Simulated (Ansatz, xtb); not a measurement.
# Relative energy of two isomers of C2H6O2

Structure a: `OCCO`, a singlet. Structure b: `CC(O)O`, a singlet. Both are isolated molecules in the gas phase, relaxed with B3LYP-D3(BJ)/def2-SVP; the shapes shown needn't be the lowest conformers.

a (Å):

```tsv
atom	x (Å)	y (Å)	z (Å)
C	0.6770	-0.8447	0.2867
C	-0.5759	-1.1867	1.0738
O	0.4074	-0.7964	-1.0923
O	-1.5302	-0.1842	0.7587
H	-0.3930	-0.2562	-1.1768
H	1.0786	0.1198	0.6631
H	1.4482	-1.6134	0.4587
H	-0.9329	-2.1890	0.7669
H	-0.3509	-1.2174	2.1590
H	-2.4029	-0.4768	1.0463
```

b (Å):

```xyz
10

C    -0.0193    1.1340   -0.0889
C    -1.4592    0.7266   -0.3431
O    -2.3236    1.1216    0.6921
O    -1.8392    1.2836   -1.5757
H     0.6398    0.7582   -0.8852
H     0.0558    2.2343   -0.0791
H     0.3219    0.7416    0.8796
H    -1.5477   -0.3771   -0.3634
H    -2.2365    2.0821    0.7872
H    -2.7564    1.0217   -1.7360
```

Energies in hartree; the thermal terms are from B3LYP-D3(BJ)/def2-SVP harmonic frequencies (ideal gas, rigid rotor, one conformer each, 400 K, 1 atm) and include the zero-point energy:

```
                               a           b
E, CCSD(T)/def2-TZVP  −229.905678  −229.924271
   zero-point energy     0.085572     0.084946
        H(400 K) − E     0.094818     0.094295
        G(400 K) − E     0.046667     0.046319
```

Task: Work out ΔE, ΔE₀, ΔH and ΔG for a → b in kcal/mol (1 Eh = 627.51 kcal/mol) and the equilibrium ratio [b]/[a].

Result: 1. ΔE = −229.924271 − (−229.905678) = −0.018593 Eh = −11.67 kcal/mol.
2. ΔE₀ = ΔE + ΔZPE = −0.018593 + (−0.000626) Eh = −12.06 kcal/mol.
3. ΔH = ΔE + (−0.000523) Eh = −12.00 kcal/mol.
4. ΔG = ΔE + (−0.000348) Eh = −11.89 kcal/mol, so ΔS = (ΔH − ΔG)/T = −1.1 J/(mol K).
5. kT = 1.2667 mEh, so K = [b]/[a] = exp(−ΔG/kT) = exp(+14.95) ≈ 3.1 × 10^6.

Structure b is favoured at this temperature. An error of 1 kcal/mol in ΔG would change K by a factor of 3.5. Mirror images and further conformers aren't counted.

As drawn, both hold the same kinds of bond in the same numbers. Structure a has 0 methyl groups, b 1.

Other levels gave ΔE = −11.2 (GFN2-xTB); −9.2 (HF/STO-3G, GFN2-xTB geometries); −12.7 (r2SCAN-D4/def2-SVP, GFN2-xTB geometries); −11.5 (B3LYP-D3(BJ)/def2-SVP); −11.0 (HF/def2-TZVP); −12.0 (MP2/def2-TZVP) kcal/mol. The correlated steps freeze 4 core orbitals. Programs: Ansatz 0.2.0, xtb 6.7.1.
